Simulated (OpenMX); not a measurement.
CsSnI3:

```
Cs I Sn
1.0
     6.20570    0.00000    0.00000
     0.00000    6.20570    0.00000
     0.00000    0.00000    6.20570
Cs I Sn
1 3 1
Direct
  0.00000 0.00000 0.00000
  0.50000 0.50000 0.00000
  0.50000 0.00000 0.50000
  0.00000 0.50000 0.50000
  0.50000 0.50000 0.50000
```

| Property | Result |
| --- | --- |
| Program | OpenMX 3.8.5 |
| Task | single point |
| Functional | PBE |
| Potentials or basis | OpenMX 2013 PBE set, Cs12.0-s3p2d2, I7.0-s3p2d2f1, Sn7.0-s3p2d2, grid cutoff 500 Ry |
| k mesh | 5 × 5 × 5 |
| Occupations | fermi-dirac, width 0.05 eV |
| Spin | no spin polarisation |

On this cell: pressure 0.6 GPa; largest force zero by symmetry; band gap on the k mesh 0.92 eV, indirect (least direct gap 1.68 eV).

The same run follows on a disturbed copy (atoms moved at random, drawn with an rms of 0.05 Å):

```
Cs I Sn
1.0
     6.20570    0.00000    0.00000
     0.00000    6.20570    0.00000
     0.00000    0.00000    6.20570
Cs I Sn
1 3 1
Direct
  0.99540 0.99366 0.99756
  0.50557 0.49643 0.00787
  0.49834 0.99677 0.49596
  0.01305 0.50280 0.49803
  0.49958 0.50147 0.49721
```

Q: What changes?

A: The energy moves by +2.1 meV/atom; pressure 0.7 GPa; largest force 0.154 eV/Å; band gap on the k mesh 1.08 eV, indirect (least direct gap 1.65 eV).

Forces on the atoms (eV/Å):
```
Cs   0.006  0.004  0.002
I    0.024 -0.003 -0.127
I    0.037  0.042  0.032
I   -0.151 -0.016  0.028
Sn   0.082 -0.020  0.067
```

Caveats: spin-orbit coupling is left out, which moves the levels of the heavy elements; an odd mesh through Γ misses points on the zone boundary, where band edges often lie; the cell was measured hot, at 500 K; the basis of atomic orbitals isn't converged, which shifts pressures, moduli and gaps.
